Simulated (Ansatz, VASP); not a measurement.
# Two plane-wave programs on BeS

```
CELL_PARAMETERS angstrom
0.00000 2.57233 2.57233
2.57233 0.00000 2.57233
2.57233 2.57233 0.00000
ATOMIC_POSITIONS crystal
Be 0.00000 0.00000 0.00000
S 0.25000 0.25000 0.25000
```

Change from the starting cell: hydrostatic strain +5.7%.

Alike in both runs: task single point; functional PBE; k mesh 10 × 10 × 10; occupations fermi-dirac, width 0.02 eV; no spin polarisation.

```csv
,VASP,Ansatz
version,VASP 6.6.1,Ansatz 0.2.0
potentials or method,"VASP PAW PBE potentials, release 64 (Be, S)","plane waves, PAW"
plane-wave cutoff (eV),520,420
valence electrons in the cell,8,8
```

```csv
,VASP,Ansatz,Ansatz less VASP
gap on the k mesh at the Fermi level (eV),3.43,3.43,-0.002
pressure (GPa),-11.0,-11.0,0.00
```

A k mesh can miss the band edges.
